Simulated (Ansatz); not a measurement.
## How fast does Si move in Si?

These are results of DFT PBE, scalar-relativistic, plane waves, PAW (Ansatz), not measurements. Run with 420 eV cutoff, 2×2×2 k-mesh, shifted by half a step, Gaussian smearing of 0.02 eV, no spin polarisation.

Host crystal, relaxed:

```
CELL_PARAMETERS angstrom
0.00000 2.73505 2.73505
2.73505 0.00000 2.73505
2.73505 2.73505 0.00000
ATOMIC_POSITIONS crystal
Si 0.75000 0.75000 0.75000
Si 0.50000 0.50000 0.50000
```

In a supercell of 32 host sites with charge -2, Si trades places with a neighbouring Si vacancy, moving 1.83 Å. Climbing-image nudged elastic band at fixed cell; the order of the saddle wasn't checked, and the small cell leaves errors of about a tenth of an eV.

| image | path (Å) | E − E(0) (eV) |
| --- | --- | --- |
| 0 | 0.00 | 0.000 |
| 1 | 1.03 | 0.078 |
| 2 | 2.06 | 0.000 |

What are the barriers forward and back, and what attempt frequency does the shape suggest?

Forward 0.08 eV, back 0.08 eV, the ends being level. For a sinusoidal profile E_b sin²(πx/l), with the Si atom alone moving, ν = (1/l)√(E_b/2m) = 2.0×10¹² s⁻¹, within an order of magnitude of the customary 10¹³ s⁻¹; a true prefactor needs the vibrations at the minimum and at the saddle.

With ν = 10¹³ s⁻¹, how often does the exchange happen at 300, 600 and 1000 K once atom and vacancy are neighbours, taking the host as solid throughout? Does that give the diffusivity?

k = ν exp(−E_b/k_BT):
```json
{"T (K)": "300", "k (1/s)": "4.9×10¹¹", "wait (s)": "2.0×10⁻¹²"}
{"T (K)": "600", "k (1/s)": "2.2×10¹²", "wait (s)": "4.5×10⁻¹³"}
{"T (K)": "1000", "k (1/s)": "4.1×10¹²", "wait (s)": "2.5×10⁻¹³"}
```

No. The atom can jump only when a vacancy is beside it, so where vacancies are thermal the activation energy of diffusion adds the vacancy's formation energy; where doping, quenching or off-stoichiometry fixes their number, it doesn't. And repeated exchanges only swap the two back and forth: Si gets on when the vacancy moves round it by other jumps, which the correlation factor counts. An error of 0.1 eV in the barrier changes k by a factor of 48 at 300 K and 3.2 at 1000 K.

Cost: 1 run of about 6.9 core-minutes, on Arm Neoverse N1 (shared hosts).